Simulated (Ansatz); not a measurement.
A run of Ansatz 0.2.0 is set up as follows.

input.yaml

```yaml
crystal:
  lattice:
    - [3.935175, 0.0, 0.0]
    - [0.0, 3.935175, 0.0]
    - [0.0, 0.0, 3.935175]
  atoms:
    - { symbol: Ni, position: [0.0, 0.0, 0.0], spin: 0.5 }
    - { symbol: Ti, position: [0.5, 0.5, 0.0], spin: 0.5 }
    - { symbol: Ti, position: [0.5, 0.0, 0.5], spin: 0.5 }
    - { symbol: Ti, position: [0.0, 0.5, 0.5], spin: 0.5 }
hamiltonian:
  xc: pbesol
  pseudopotentials: { kind: paw }
magnetization:
  spin_polarized: true
  initial_magnetization: 2.0
  spin_locking: { lock_magnetization: hard }
kpoints:
  mp_grid: { grid: [6, 6, 6] }
scf:
  occupations: { method: fermi_dirac, width: 0.05 }
  lower_state_search: "off"
output:
  forces: true
  stress: true
  eigenvalues: true
```

Potentials or basis: Ansatz PAW.

Command:

```console
$ ansatz run input.yaml --threads 2 --pin off --max-ram 5632MiB --backend cpu --events-out ev --progress --plain --runs-dir out
```

Predict the pressure.

-4.2 GPa.

Caveat: the total moment is fixed, so each spin has its own Fermi level; the PAW data sets come from PBE, with cores solved anew for the run's functional, which leaves a small shift of forces and pressure; the thresholds are loose for stress.
